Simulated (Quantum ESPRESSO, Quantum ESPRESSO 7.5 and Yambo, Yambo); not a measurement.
# SiC (Moissanite): one start, several treatments of the self-energy

Aim: compare treatments of exchange, screening and correlation for the gap of SiC (Moissanite).

Main program and level: Quantum ESPRESSO 7.5 and Yambo 5.3.0; PBE and many-body steps on it, plane waves.

**The experiments to reproduce.**

- Gap 3.33 eV: band gap at cryogenic temperature; bulk crystal (literature value) (quoted in “Silicon carbide diodes for neutron detection”, 2020, arxiv:2009.14696).

This is a report of a sequence of runs, with most program output left out.

**1. The structure**

Symmetry: P6_3mc, No. 186, hexagonal system. The conventional cell has a = 3.076 Å, b = 3.076 Å, c = 5.048 Å, α = 90.00°, β = 90.00°, γ = 120.00°. Si has 4 C at 1.88 to 1.90 Å nearest. C has 4 Si at 1.88 to 1.90 Å nearest. Farther neighbours are not listed.

Geometry: measured (diffraction); atoms relaxed with PBE. The runs that relaxed it are not among those shown.

**2. Empty states on the mesh, 3×3×4 mesh, 496 bands**

This step: Quantum ESPRESSO 7.5; DFT, PBE, plane waves, norm-conserving pseudopotentials.

The sums over transitions need many empty states on a uniform mesh; this step solves for them.

Contents of pw.in:

```
&control
  calculation = 'nscf'
  prefix = 'x'
  outdir = 'o'
  pseudo_dir = 'pseudo'
/
&system
  ibrav = 0
  nat = 4
  ntyp = 2
  ecutwfc = 74.0
  nbnd = 496
  force_symmorphic = .true.
/
&electrons
  conv_thr = 1e-9
  electron_maxstep = 80
  diago_full_acc = .true.
  diago_thr_init = 5e-6
/
ATOMIC_SPECIES
  Si 28.085 Si.upf
  C 12.011 C.upf
CELL_PARAMETERS angstrom
  3.0760000000 0.0000000000 0.0000000000
  -1.5380000000 2.6638941420 0.0000000000
  0.0000000000 0.0000000000 5.0480000000
ATOMIC_POSITIONS crystal
  Si 0.3333333333 0.6666666667 0.0045619064
  Si 0.6666666667 0.3333333333 0.5045619064
  C 0.3333333333 0.6666666667 0.3804380937
  C 0.6666666667 0.3333333333 0.8804380937
K_POINTS automatic
  3 3 4 0 0 0
```

The run is started by

```sh
$ OMP_NUM_THREADS=1 mpirun -n 4 pw.x -nk 4 -in pw.in > pw.out
```

Run time: 84 s. Hardware: 4 MPI ranks of Arm Neoverse V1, shared host; peak memory 0.82 GiB; 5.6 min of CPU time.

This step gave:

```
gap                                                           : 2.283 eV
k of the valence top                                          : 0, 0, 0
k of the conduction bottom                                    : 0.3333, 0.3333, 0
least direct gap                                              : 4.286 eV
k points computed                                             : 10
lowest point of the top converged band, above the valence top : 278.2527 eV
```

On this mesh the gap is 2.283 eV.

The density comes from a self-consistent run that is not shown.

**3. Conversion and set-up**

This step: Yambo 5.3.0; conversion and set-up on PBE, plane waves, norm-conserving pseudopotentials.

The states are converted to the many-body program's format and the q mesh is built.

The run is started by

```sh
$ (cd o/x.save; p2y > p2y.log; mv SAVE ../..); yambo > setup.log
```

Elapsed: 2.1 s, on 1 MPI rank; peak memory 0.23 GiB.

**4. G0W0, Godby-Needs plasmon pole**

G0W0 replaces the xc potential by the self-energy, built once from these orbitals. Only a window of levels is corrected, while the sums run over the empty bands that the input names.

This step: G0W0 on PBE, plane waves, norm-conserving pseudopotentials.

Contents of gw2.in:

```
HF_and_locXC
gw0
dyson
ppa
em1d
rim_cut
RandQpts= 1000000
RandGvec= 1 RL
EXXRLvcs= 74 Ry
VXCRLvcs= 296 Ry
Chimod= "HARTREE"
% BndsRnXp
 1 | 207 |
%
NGsBlkXp= 17 Ry
% LongDrXp
 1 | 1 | 1 |
%
% GbndRnge
 1 | 207 |
%
DysSolver= "n"
ExtendOut
PPAPntXp= 27.21138 eV
% QPkrange
 1 | 1 | 7 | 10 |
 7 | 7 | 7 | 10 |
 4 | 4 | 7 | 10 |
%
```

The run is started by

```sh
$ OMP_NUM_THREADS=1 mpirun -n 4 yambo -F gw2.in -J gw2 -C gw2 > gw2.log
```

It took 2.5 min on 4 MPI ranks; peak memory 1.7 GiB.

Numbers from this step:

```yaml
g0w0_gap_on_the_points_computed: 3.014 eV
starting_gap_on_the_mesh: 2.283 eV
k_of_the_valence_top: 0, 0, 0
k_of_the_conduction_bottom: 0.3333, 0.3333, 0
least_direct_g0w0_gap_on_the_computed_points: 5.236 eV
z_at_the_valence_top: 0.7951
z_at_the_conduction_bottom: 0.8274
```

The gap on the mesh goes from 2.28 eV to 3.01 eV, a correction of +0.73 eV.

**5. One-shot COHSEX**

This step: one-shot COHSEX on PBE, plane waves, norm-conserving pseudopotentials.

Contents of gw4.in:

```
HF_and_locXC
gw0
dyson
cohsex
em1s
rim_cut
RandQpts= 1000000
RandGvec= 1 RL
EXXRLvcs= 74 Ry
VXCRLvcs= 296 Ry
Chimod= "HARTREE"
% BndsRnXs
 1 | 207 |
%
NGsBlkXs= 17 Ry
% LongDrXs
 1 | 1 | 1 |
%
% GbndRnge
 1 | 207 |
%
DysSolver= "n"
ExtendOut
% QPkrange
 1 | 1 | 7 | 10 |
 7 | 7 | 7 | 10 |
 4 | 4 | 7 | 10 |
%
```

The run is started by

```sh
$ OMP_NUM_THREADS=1 mpirun -n 4 yambo -F gw4.in -J gw4 -C gw4 > gw4.log
```

Elapsed: 51 s, on 4 MPI ranks; peak memory 1.6 GiB.

Numbers from this step:

```yaml
quasiparticle_gap_on_the_points_computed: 4.287 eV
starting_gap_on_the_mesh: 2.283 eV
k_of_the_valence_top: 0, 0, 0
k_of_the_conduction_bottom: 0.3333, 0.3333, 0
least_direct_quasiparticle_gap_on_the_computed_points: 6.489 eV
z_at_the_valence_top: 1
z_at_the_conduction_bottom: 1
```

Against G0W0 in Yambo (3×3×4 mesh, 207 bands, screening to 231.3 eV, Godby-Needs plasmon pole), the gap moves by +1.273 eV.

**6. One-shot Hartree-Fock**

This step: one-shot Hartree-Fock on PBE, plane waves, norm-conserving pseudopotentials.

Contents of gw5.in:

```
HF_and_locXC
rim_cut
RandQpts= 1000000
RandGvec= 1 RL
EXXRLvcs= 74 Ry
VXCRLvcs= 296 Ry
% QPkrange
 1 | 1 | 7 | 10 |
 7 | 7 | 7 | 10 |
 4 | 4 | 7 | 10 |
%
```

The run is started by

```sh
$ OMP_NUM_THREADS=1 mpirun -n 4 yambo -F gw5.in -J gw5 -C gw5 > gw5.log
```

The job ended after 3 s (4 MPI ranks; peak memory 1.2 GiB).

Numbers from this step:

| Item | Value |
| --- | --- |
| quasiparticle gap on the mesh | 9.465 eV |
| starting gap on the mesh | 2.283 eV |
| k of the valence top | 0, 0, 0 |
| k of the conduction bottom | 0.3333, 0.3333, 0 |
| least direct quasiparticle gap on the computed points | 12.33 eV |

Against G0W0 in Yambo (3×3×4 mesh, 207 bands, screening to 231.3 eV, Godby-Needs plasmon pole), the gap moves by +6.451 eV.

**7. Side by side**

Times are wall times on 4 MPI ranks of Arm Neoverse V1, shared host, good to a factor of about two.

```
                           run   mesh  bands  screening cutoff (eV)  DFT gap (eV)  gap on the mesh (eV)  direct (eV)     time
G0W0, Godby-Needs plasmon pole  3×3×4    207                  231.3         2.283                 3.014        5.236  2.5 min
               one-shot COHSEX  3×3×4    207                  231.3         2.283                 4.287        6.489     51 s
         one-shot Hartree-Fock  3×3×4      -                      -         2.283                 9.465       12.333      3 s
```

**8. Outcome**

* G0W0, Godby-Needs plasmon pole: 3.014 eV
* one-shot COHSEX: 4.287 eV
* one-shot Hartree-Fock: 9.465 eV
* known limits: not at the basis limit; coarse k mesh

**Reading.** One-shot COHSEX: +1.273 eV against G0W0, Godby-Needs plasmon pole. One-shot Hartree-Fock: +6.451 eV against G0W0, Godby-Needs plasmon pole. Bare exchange alone opens the gap to 9.47 eV; against G0W0, correlation takes back 6.45 eV. Static COHSEX lies above G0W0: it lacks the factor Z and overstates the Coulomb hole of the filled states. Against experiment, by G0W0, Godby-Needs plasmon pole: the gap of 3.01 eV lies −0.32 eV from the measured 3.33 eV (kind not stated, quoted 2020). These are gaps on the mesh, at modest bands and cutoff. The calculation has static nuclei and no excitons; a measured gap holds zero-point and thermal motion, which mostly lowers it. Bands and cutoff are finite, so the gap is not at the basis limit. The miss can reach some tenths of an eV and take either sign; the mesh is an error of its own. The 3×3×4 mesh is coarse for this cell, which bears on the long-range parts of exchange and screening.

[Paths, hosts, dates, memory and timing lines, banners, echoed tables and standing remarks are left out of the program output.]

[Logs are printed without paths, hosts, clocks, repeated set-up lines and the standing remarks that a program may print on its own settings, such as how far it seeks lower states.]

[Runs of the session that timed out or met a known fault of the program may be left out.]

[Hosts, paths, dates, database ids (printed as entryN), source tags and the programs' standing remarks are cut or masked in the printed files.]
